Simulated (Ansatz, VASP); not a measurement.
# One calculation of Os, 3 ways

The starting cell:

```
CELL_PARAMETERS angstrom
2.73410 0.00000 0.00000
-1.36705 2.36780 0.00000
0.00000 0.00000 4.31970
ATOMIC_POSITIONS crystal
Os 0.66667 0.33333 0.75000
Os 0.33333 0.66667 0.25000
```

Alike in all runs: task relaxation of cell and atoms; functional PBEsol; dispersion D3(BJ); k mesh 11 × 11 × 6; occupations fermi-dirac, width 0.05 eV; no spin polarisation; no spin-orbit coupling.

```
                        program and potentials  plane-wave cutoff (eV)                                                                                          notes  equilibrium volume (Å³/atom)
                            Ansatz, Ansatz PAW                     420  potentials made for PBE, which Ansatz adapts in part; 16 valence electrons an atom on average                         13.65
                VASP, PBE PAW files Os, 600 eV                     600                                potentials made for PBE; 8 valence electrons an atom on average                         13.67
Ansatz, all-electron LAPW, scalar-relativistic                       -                                                                                              -                         13.65
```

The equilibrium volume spans 13.65 (Ansatz, all-electron LAPW, scalar-relativistic) to 13.67 Å³/atom (VASP, PBE PAW files Os, 600 eV), with all-electron results at 13.65. Relaxations stop with a little pressure left, so the last digit of a volume isn't settled.

The functional is the same throughout but for its coding, so the spread measures potentials, basis and numerics; runs on potential files found faulty are left out.
